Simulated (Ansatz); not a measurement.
## MgSe: levels along high-symmetry lines

```
CELL_PARAMETERS angstrom
0.00000 2.73372 2.73372
2.73372 0.00000 2.73372
2.73372 2.73372 0.00000
ATOMIC_POSITIONS crystal
Mg 0.00000 0.00000 0.00000
Se 0.50000 0.50000 0.50000
```

Atoms are numbered in the order listed.

Structure from Materials Project entry mp-10760 (possibly hypothetical), not relaxed further.

Theory: Ansatz 0.2.0, DFT, PBE, all-electron LAPW, scalar-relativistic.

Sampling and basis: a Γ-centred 10×10×10 k mesh, Fermi–Dirac smearing of 0.01 eV, basis error target 1 meV/atom, no spin polarisation.

Points in fractions of the reciprocal vectors of this cell: Γ (0, 0, 0), X (0.5, 0, 0.5), U (0.625, 0.25, 0.625), K (0.375, 0.375, 0.75), L (0.5, 0.5, 0.5), W (0.5, 0.25, 0.75). The path joins them by straight lines in the order Γ–X–U–K–Γ–L–W–X; legs that retrace an earlier one aren't tabulated. Energies are in eV from the top of the valence band.

Q: Metal or insulator at this level of theory?

A: An insulator or semiconductor: gap 1.80 eV, indirect from Γ to X (0.5, 0, 0.5).

Q: Tabulate bands 13 to 19, counted from the lowest band of the run, along the path.

A: 
```
k (1/Å)  point  band 13  band 14  band 15  band 16  band 17  band 18  band 19
   0.00      Γ   -42.11   -12.90     0.00     0.00     0.00     2.54     7.43
   0.23          -42.11   -12.78    -0.86    -0.23    -0.23     3.54     6.73
   0.46          -42.11   -12.47    -2.14    -0.75    -0.75     4.53     5.62
   0.69          -42.11   -12.04    -3.22    -1.27    -1.27     3.34     4.73
   0.92          -42.11   -11.65    -3.94    -1.63    -1.63     2.21     4.18
   1.15      X   -42.11   -11.48    -4.21    -1.76    -1.76     1.80     3.99
   1.23          -42.11   -11.48    -4.19    -1.87    -1.75     1.91     4.09
   1.31          -42.11   -11.48    -4.13    -2.17    -1.70     2.15     4.39
   1.39          -42.11   -11.47    -4.03    -2.55    -1.63     2.45     4.89
   1.47          -42.11   -11.48    -3.89    -2.94    -1.53     2.75     5.54
   1.56      U   -42.11   -11.49    -3.72    -3.30    -1.41     3.05     6.28
   1.70          -42.11   -11.50    -3.71    -3.27    -1.56     3.52     6.66
   1.84          -42.11   -11.50    -3.77    -3.04    -1.87     4.32     6.44
   1.98          -42.11   -11.50    -3.77    -3.04    -1.87     4.32     6.44
   2.12          -42.11   -11.50    -3.71    -3.27    -1.56     3.52     6.66
   2.26      K   -42.11   -11.49    -3.72    -3.30    -1.41     3.05     6.28
   2.50          -42.11   -11.63    -3.91    -3.00    -0.95     4.04     7.37
   2.75          -42.11   -11.99    -3.65    -2.05    -0.47     5.17     6.45
   2.99          -42.11   -12.43    -2.62    -1.05    -0.14     4.85     6.74
   3.23          -42.11   -12.77    -1.10    -0.28    -0.02     3.55     6.97
   3.48      Γ   -42.11   -12.90     0.00     0.00     0.00     2.54     7.43
   3.68          -42.11   -12.81    -0.86    -0.07    -0.07     3.26     7.16
   3.88          -42.11   -12.57    -2.30    -0.22    -0.22     4.02     7.29
   4.08          -42.11   -12.24    -3.61    -0.40    -0.40     4.06     6.74
   4.27          -42.11   -11.93    -4.55    -0.53    -0.53     3.89     6.27
   4.47      L   -42.11   -11.79    -4.89    -0.57    -0.57     3.82     6.11
   4.64          -42.11   -11.76    -4.81    -0.98    -0.67     4.26     5.63
   4.80          -42.11   -11.68    -4.56    -1.79    -0.97     4.96     5.05
   4.96          -42.11   -11.58    -4.16    -2.56    -1.47     4.59     5.75
   5.12          -42.11   -11.48    -3.65    -3.08    -2.09     4.51     6.44
   5.29      W   -42.11   -11.45    -3.27    -3.27    -2.52     4.52     6.97
   5.40          -42.11   -11.45    -3.59    -2.90    -2.46     4.09     6.48
   5.52          -42.11   -11.46    -3.86    -2.51    -2.30     3.30     5.51
   5.63          -42.11   -11.47    -4.05    -2.14    -2.07     2.56     4.72
   5.75          -42.11   -11.48    -4.17    -1.86    -1.85     2.01     4.18
   5.86      X   -42.11   -11.48    -4.21    -1.76    -1.76     1.80     3.99
```

Kohn–Sham gaps of semilocal functionals usually fall short of measured ones.
